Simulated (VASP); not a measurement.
# ZnS (F-43m) in VASP: Born charges and dielectric tensor with PBE

Aim: the Born charges and dielectric tensor of ZnS with PBE.

All numbers are computed with VASP 6.6.1; they aren't measurements. Logs are shortened: lines on timing, memory, paths and dates and some standing lists are left out, and cuts for length are marked.

**What was measured.**

From “Electronic, vibrational, and thermodynamic properties of ZnS (zincblende and rocksalt structure)”, 2009, arxiv:0911.5022, for a bulk crystal of ZnS at 19 K: band gap 3.85 eV (direct).

From a printed reference work, monograph, for a bulk crystal of ZnS: high-frequency dielectric constant 5.14.

The results are compared with them further down.

### Step 1. The structure

The structure is cubic, space group F-43m (No. 216). The conventional cell has a = 5.447 Å, b = 5.447 Å, c = 5.447 Å, α = 90.00°, β = 90.00°, γ = 90.00°. Zn (site symmetry -43m) has 4 S at 2.36 Å as nearest neighbours. S (site symmetry -43m) has 4 Zn at 2.36 Å as nearest neighbours.

The cell is a database's computed one.

### Step 2. Born charges and dielectric tensor, PBE

Input file INCAR:

```
SYSTEM = ZnS
PREC = Accurate ; ENCUT = 600
EDIFF = 1E-8 ; ISMEAR = 0
SIGMA = 0.02 ; LREAL = .False.
LASPH = .True. ; NELM = 60
ALGO = Normal ; ISIF = 2
LWAVE = .False. ; LCHARG = .False.
GGA = PE ; LEPSILON = .True.
IBRION = 8 ; NSW = 1
```

Input file KPOINTS:

```
regular mesh
0
Gamma
  10 10 10
  0 0 0
```

Input file POSCAR:

```
ZnS
1.0
    0.0000000000      2.7235400000      2.7235400000
    2.7235400000      0.0000000000      2.7235400000
    2.7235400000      2.7235400000      0.0000000000
Zn S
1 1
Direct
    0.0000000000      0.0000000000      0.0000000000
    0.7500000000      0.7500000000      0.7500000000
```

Potentials or basis: VASP PAW PBE potentials, release 64 (Zn, S).

Started as:

```bash
> cat potpaw_PBE.64/Zn/POTCAR potpaw_PBE.64/S/POTCAR > POTCAR
> mpirun -np 1 vasp_std > vasp.out
```

OUTCAR:

```text
SYSTEM = ZnS
   PREC = Accurate
   ENCUT = 600
   EDIFF = 1E-8
   ISMEAR = 0
   LREAL = .False.
   LASPH = .True.
   NELM = 60
   ISIF = 2
   GGA = PE
   LEPSILON = .True.
   IBRION = 8
   NSW = 1

 ion  position               nearest neighbor table
   1  0.000  0.000  0.000-   2 2.36   2 2.36   2 2.36   2 2.36
   2  0.750  0.750  0.750-   1 2.36   1 2.36   1 2.36   1 2.36

  LATTYP: Found a face centered cubic cell.
 ALAT       =     5.4470800000

  Lattice vectors:

 A1 = (   0.0000000000,   2.7235400000,   2.7235400000)
 A2 = (   2.7235400000,   0.0000000000,   2.7235400000)
 A3 = (   2.7235400000,   2.7235400000,   0.0000000000)

Analysis of symmetry for initial positions (statically):
=====================================================================
 Subroutine PRICEL returns:
 Original cell was already a primitive cell.

 Routine SETGRP: Setting up the symmetry group for a
 face centered cubic supercell.

 Subroutine GETGRP returns: Found 24 space group operations
 (whereof 24 operations were pure point group operations)
 out of a pool of 48 trial point group operations.

The static configuration has the point symmetry T_d .

Analysis of symmetry for dynamics (positions and initial velocities):
=====================================================================
 Subroutine PRICEL returns:
 Original cell was already a primitive cell.

 Routine SETGRP: Setting up the symmetry group for a
 face centered cubic supercell.

 Subroutine GETGRP returns: Found 24 space group operations
 (whereof 24 operations were pure point group operations)
 out of a pool of 48 trial point group operations.

The dynamic configuration has the point symmetry T_d .

 Subroutine INISYM returns: Found 24 space group operations
 (whereof 24 operations are pure point group operations),
 and found     1 'primitive' translations

----------------------------------------------------------------------------------------

                                     Primitive cell

  volume of cell :      40.4046

  direct lattice vectors                    reciprocal lattice vectors
     0.000000000  2.723540000  2.723540000    -0.183584599  0.183584599  0.183584599
     2.723540000  0.000000000  2.723540000     0.183584599 -0.183584599  0.183584599
     2.723540000  2.723540000  0.000000000     0.183584599  0.183584599 -0.183584599

  length of vectors
     3.851667206  3.851667206  3.851667206     0.317977854  0.317977854  0.317977854

  position of ions in fractional coordinates (direct lattice)
     0.000000000  0.000000000  0.000000000
     0.750000000  0.750000000  0.750000000

  ion indices of the primitive-cell ions
   primitive index   ion index
                 1           1
                 2           2

----------------------------------------------------------------------------------------

 KPOINTS: regular mesh

Automatic generation of k-mesh.
 Grid dimensions read from file:
 generate k-points for:   10   10   10

 Generating k-lattice:

[... 534 lines left out ...]
  ---------------------------------------------------
  ---------------------------------------------------
  free energy    TOTEN  =        -0.59923270 eV

  energy without entropy =       -0.59923270

------------------------ aborting loop because EDIFF is reached ----------------------------------------

--------------------------------------- Ionic step        2  -------------------------------------------

------------------------ aborting loop because EDIFF is reached ----------------------------------------

--------------------------------------- Ionic step        3  -------------------------------------------

------------------------ aborting loop because EDIFF is reached ----------------------------------------

 PIEZOELECTRIC TENSOR FIELD DIRECTION 3  (e Angst)
 -----------------------------------------------------------------------------
    -0.00065  1.72227  0.00000           ( -0.00000 -0.01767  0.00000)
     1.72227 -0.00065  0.00000           ( -0.01767 -0.00000  0.00000)
     0.00000  0.00000 -0.00050           (  0.00000  0.00000 -0.00000)

 PIEZOELECTRIC TENSOR FIELD DIRECTION 3  (C/m^2)
 -----------------------------------------------------------------------------
    -0.00026  0.68293  0.00000
     0.68293 -0.00026  0.00000
     0.00000  0.00000 -0.00020

--------------------------------------- Ionic step        4  -------------------------------------------

------------------------ aborting loop because EDIFF is reached ----------------------------------------

[... ionic steps 5 to 6 ...]

--------------------------------------- Ionic step        7  -------------------------------------------

 Free energy of the ion-electron system (eV)
  ---------------------------------------------------
  ---------------------------------------------------
  free energy    TOTEN  =        -0.10589923 eV

  energy without entropy =       -0.10589923

------------------------ aborting loop because EDIFF is reached ----------------------------------------

 INTERNAL STRAIN TENSOR  FOR ION    2  DIRECTION 1   (eV/Angst):
 -----------------------------------------------------------------------------
    -0.01163  0.00000  0.00000
     0.00000  0.01215  4.72215
     0.00000  4.72215  0.01215

 MACROSCOPIC STATIC DIELECTRIC TENSOR (including local field effects in DFT)
 ------------------------------------------------------
           5.949173     0.000000     0.000000
           0.000000     5.949173     0.000000
           0.000000     0.000000     5.949173
 ------------------------------------------------------

 PIEZOELECTRIC TENSOR (including local field effects)  for field in x, y, z        (e  Angst)
          XX          YY          ZZ          XY          YZ          ZX
  --------------------------------------------------------------------------------
  x     0.00000     0.00000    -0.00000     0.00000     1.73273     0.00000
  y     0.00000     0.00000     0.00000     0.00000     0.00000     1.73273
  z     0.00000     0.00000    -0.00000     1.73273     0.00000     0.00000

 PIEZOELECTRIC TENSOR (including local field effects)  for field in x, y, z        (C/m^2)
          XX          YY          ZZ          XY          YZ          ZX
  --------------------------------------------------------------------------------
  x     0.00000     0.00000    -0.00000     0.00000     0.68709     0.00000
  y     0.00000     0.00000     0.00000     0.00000     0.00000     0.68709
  z     0.00000     0.00000    -0.00000     0.68709     0.00000     0.00000

 BORN EFFECTIVE CHARGES (including local field effects) (in |e|, cummulative output)
 ---------------------------------------------------------------------------------
 ion    1
    1     2.03937     0.00000     0.00000
    2    -0.00000     2.03937     0.00000
    3    -0.00000    -0.00000     2.03937
 ion    2
    1    -2.03937     0.00000    -0.00000
    2     0.00000    -2.03937    -0.00000
    3     0.00000     0.00000    -2.03937

 INTERNAL STRAIN TENSOR FOR ION    2 for displacements in x,y,z  (eV/Angst):
          X           Y           Z          XY          YZ          ZX
  --------------------------------------------------------------------------------
  x    -0.00000     0.00000     0.00000     0.00000     4.72215     0.00000
  y     0.00000     0.00000     0.00000     0.00000     0.00000     4.72215
  z     0.00000     0.00000    -0.00000     4.72215     0.00000     0.00000

 SECOND DERIVATIVES (NOT SYMMETRIZED)
 ------------------------------------
               1X          1Y          1Z          2X          2Y          2Z
  1X    -5.387049    0.000000    0.000000    5.387049    0.000000    0.000000
  1Y     0.000000   -5.387049    0.000000    0.000000    5.387049    0.000000
  1Z     0.000000    0.000000   -5.387049    0.000000    0.000000    5.387049
  2X     5.360341    0.000000    0.000000   -5.360341    0.000000    0.000000
  2Y     0.000000    5.360341    0.000000    0.000000   -5.360341    0.000000
  2Z     0.000000    0.000000    5.360341    0.000000    0.000000   -5.360341

 Eigenvectors and eigenvalues of the dynamical matrix
 ----------------------------------------------------

   1 f  =    7.809607 THz    49.069206 2PiTHz  260.500437 cm-1    32.297923 meV
             X         Y         Z           dx          dy          dz
      0.000000  0.000000  0.000000    -0.574569    0.000000   -0.000000
      4.085310  4.085310  4.085310     0.818456   -0.000000    0.000000
[... 21 lines left out ...]
   6 f/i=    0.009127 THz     0.057345 2PiTHz    0.304436 cm-1     0.037745 meV
             X         Y         Z           dx          dy          dz
      0.000000  0.000000  0.000000     0.166828    0.715539    0.360616
      4.085310  4.085310  4.085310     0.117116    0.502319    0.253158

--------------------------------------------------------------------------------------------------------

 MACROSCOPIC STATIC DIELECTRIC TENSOR IONIC CONTRIBUTION
 ------------------------------------------------------
           3.466180    -0.000000    -0.000000
          -0.000000     3.466180     0.000000
          -0.000000     0.000000     3.466180
 ------------------------------------------------------

 ELASTIC MODULI CONTR FROM IONIC RELAXATION (kBar)
 Direction    XX          YY          ZZ          XY          YZ          ZX
 --------------------------------------------------------------------------------
 XX          -0.0000      0.0000      0.0000     -0.0000      0.0000      0.0000
 YY           0.0000     -0.0000      0.0000     -0.0000     -0.0000     -0.0000
 ZZ           0.0000      0.0000     -0.0000      0.0000     -0.0000      0.0000
 XY          -0.0000     -0.0000      0.0000   -164.4915      0.0000     -0.0000
 YZ           0.0000     -0.0000     -0.0000      0.0000   -164.4915      0.0000
 ZX           0.0000     -0.0000      0.0000     -0.0000      0.0000   -164.4915
 --------------------------------------------------------------------------------

 PIEZOELECTRIC TENSOR IONIC CONTR  for field in x, y, z        (C/m^2)
          XX          YY          ZZ          XY          YZ          ZX
  --------------------------------------------------------------------------------
  x     0.00000    -0.00000    -0.00000     0.00000    -0.71051     0.00000
  y     0.00000    -0.00000     0.00000    -0.00000     0.00000    -0.71051
  z    -0.00000    -0.00000     0.00000    -0.71051     0.00000    -0.00000
```

Wall time 7.4 min (1 thread of Intel Xeon Platinum 8488C (Sapphire Rapids), shared host); peak memory 0.41 GiB.

Results:

```yaml
Band_gap_on_the_k_mesh: 2.01 eV, direct
Electronic_dielectric_tensor_diagonal: 5.95
Born_charges_mean_of_the_diagonal: Zn +2.04; S -2.04 e
Highest_phonon_frequency_at_Γ_LO-TO_splitting_left_out: 261 cm⁻¹
```

Phonon frequencies in cm⁻¹ (negative: imaginary):
| q point | frequencies |
| --- | --- |
| (0.000, 0.000, 0.000) | 0 0 0 261 261 261 |

Electronic dielectric tensor:
```
5.95 0.00 0.00
0.00 5.95 0.00
0.00 0.00 5.95
```

Born effective charge tensors (e):
atom 1, Zn
```
2.04 0.00 0.00
0.00 2.04 0.00
0.00 0.00 2.04
```
atom 2, S
```
-2.04  0.00  0.00
 0.00 -2.04  0.00
 0.00  0.00 -2.04
```

### Step 3. How close it comes

Step 2. Against the measured gap of ZnS, 3.85 eV (direct; 19 K; quoted in “Electronic, vibrational, and thermodynamic properties of ZnS (zincblende and rocksalt structure)”, 2009, arxiv:0911.5022), the calculated 2.01 eV is off by -1.84 eV. The value is that of PBE, without temperature or zero-point motion. Semilocal functionals fall short of measured gaps as a rule. The cell is a database's relaxed one, not the measured one, which moves gaps too. A measured high-frequency dielectric constant of ZnS is 5.14 (a printed reference work, monograph); the calculated 5.95 misses it by +15.7 %.
